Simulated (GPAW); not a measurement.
KBr:

```
CELL_PARAMETERS angstrom
0.00000 3.30000 3.30000
3.30000 0.00000 3.30000
3.30000 3.30000 0.00000
ATOMIC_POSITIONS crystal
Br 0.50000 0.50000 0.50000
K 0.00000 0.00000 0.00000
```

Base run:

* Program: GPAW 26.7.0
* Functional: BLYP
* Potentials or basis: PAW data sets generated in the run's folder for this functional
* Cutoff: 600 eV
* Basis: pw
* k mesh: 7 × 7 × 7
* Occupations: fermi-dirac, width 0.05 eV
* Spin: no spin polarisation

Its results: band gap on the k mesh 4.44 eV, direct; pressure 1.4 GPa.

Problem. The run is repeated on the same cell with these changes: functional from BLYP to r2SCAN; potentials or basis from PAW data sets generated in the run's folder for this functional to GPAW PAW data sets (gpaw-data 1.2.1). What comes out?

Solution. Band gap on the k mesh 5.08 eV, direct; pressure 0.0 GPa.

Caveats: the PAW data sets were made with another functional, which shifts forces and pressure a little (some runs).

Not every run made on this cell is shown here.
